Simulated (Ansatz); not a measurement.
Take NaBr in the rock salt structure (space group Fm-3m, No. 225; a = 6.036 Å) as the base. Axes: x, y, z lie along the cube axes.

All numbers come from Ansatz (a quantum-chemistry and plane-wave program) PBE, without spin-orbit coupling.

A first run, uniaxial strain ε_xx = +1.05 %, gives secant values C11 ≈ 36 GPa and C12 ≈ 9.7 GPa from its stress. A second run applies isotropic strain +2.44 %.

**Question.** What does linear elasticity predict for the bulk modulus −ΔP/(ΔV/V₀) in the second run, and what does the run give?

**Answer.** Linear elasticity: (C11 + 2 C12)/3 = 18 GPa. The run gives 16 GPa; any difference comes from nonlinear terms at these strains and numerical noise.

Whether these cells are dynamically stable was not tested.
